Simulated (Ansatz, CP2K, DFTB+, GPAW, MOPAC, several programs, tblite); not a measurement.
# CaF2 from cheap methods to r2SCAN

How much accuracy does each second buy? CaF2 is computed with 12 methods, from the cheapest up to r2SCAN.

Method: no spin polarisation, static lattice; gaps from single points on the cell relaxed beforehand with r²SCAN, in MOPAC, DFTB+, tblite, CP2K, GPAW, Ansatz (versions at each run).

**1. The starting structure**

It takes space group Fm-3m (No. 225, cubic). The conventional cell has a = 5.439 Å, b = 5.439 Å, c = 5.439 Å, α = 90.00°, β = 90.00°, γ = 90.00°. Ca (site symmetry m-3m) is surrounded by 8 F at 2.36 Å. F (site symmetry -43m) has 4 Ca at 2.36 Å as nearest neighbours.

As a file:

```
CELL_PARAMETERS angstrom
0.00000 2.71959 2.71959
2.71959 0.00000 2.71959
2.71959 2.71959 0.00000
ATOMIC_POSITIONS crystal
Ca 0.00000 0.00000 0.00000
F 0.25000 0.25000 0.25000
F 0.75000 0.75000 0.75000
```

The structure type (fluorite) is imposed and need not be the compound's stable one.

**Question.** The methods are PM6, PM7, GFN1-xTB (DFTB+), GFN1-xTB (tblite), GFN2-xTB (tblite), PBE/DZVP, PBE/single-zeta, PBE/SZV, coarse PBE, GLLB-SC, PBE, r2SCAN. What gap does r2SCAN give on this cell, and which other methods (full PBE left aside) come nearest to r2SCAN and farthest in gap?

```
                                      quantity                                  value
                                        r2SCAN  gap 8.03 eV, 13.41 Å³/atom, B₀ 90 GPa
gap: nearest and farthest of the other methods  coarse PBE (-0.55 eV), PM7 (-8.03 eV)
```

In words: For the gap, of the 10 methods compared (full PBE left aside), coarse PBE comes nearest to r2SCAN and PM7 is farthest. A minimal basis or a coarse cutoff and mesh shifts results by its own error, so closeness to r2SCAN can be chance. Cluster runs see only the k-points that fold onto the zone centre, so their gaps can miss the band edges. GLLB-SC is compared with its derivative discontinuity added. No volume is given for PM6, PM7, GFN1-xTB (DFTB+), GFN1-xTB (tblite), GFN2-xTB (tblite), PBE/single-zeta, PBE/SZV, coarse PBE, which can hide a larger miss. GFN1-xTB appears twice: with a k mesh in DFTB+ and on a cluster in tblite, with other periodic electrostatics; the gaps differ by 1.99 eV, a measure of how far either can be trusted. CPU times run from 0.91 s (coarse PBE) to 62 s (PBE/single-zeta). On this cell GFN1-xTB (DFTB+), GFN1-xTB (tblite), GFN2-xTB (tblite), PBE/DZVP, PBE/single-zeta, PBE/SZV, GLLB-SC cost more than r2SCAN itself (5.5 s), so they are no saving here. PM7 disagrees with r2SCAN even on whether there is a gap. r2SCAN is a yardstick, not the truth: it usually gives gaps below the measured ones.
